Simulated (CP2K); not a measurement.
The system is As.

```
As
1.0
     4.13100    0.00000    0.00000
     2.41839    3.34911    0.00000
     2.41839    1.23667    3.11243
As
2
Direct
  0.22600 0.22600 0.22600
  0.77400 0.77400 0.77400
```

Base run:

* Program: CP2K 2026.2
* Functional: PBE
* Potentials or basis: POTENTIAL_UZH As GTH-PBE-q5; TZVP-MOLOPT-PBE-GTH basis
* Density cutoff: 9184 eV
* k mesh: 9 × 9 × 9
* Occupations: fermi-dirac, width 0.05 eV
* Spin: no spin polarisation

Its results: band gap on the k mesh none (metal or under the smearing width); pressure 4.4 GPa; largest force 0.524 eV/Å.

**Question.** The run is repeated on the same cell with these changes: functional from PBE to AM05. What comes out?

**Answer.** Band gap on the k mesh none (metal or under the smearing width); pressure 2.6 GPa; largest force 0.607 eV/Å.

AM05 binds more tightly than PBE, so the same cell stands under less pressure.

Caveats: the basis of atomic orbitals isn't converged, which shifts pressures, moduli and gaps; the potentials were made for another functional, which shifts forces and pressure (some runs).

Not every run made on this cell is shown here.
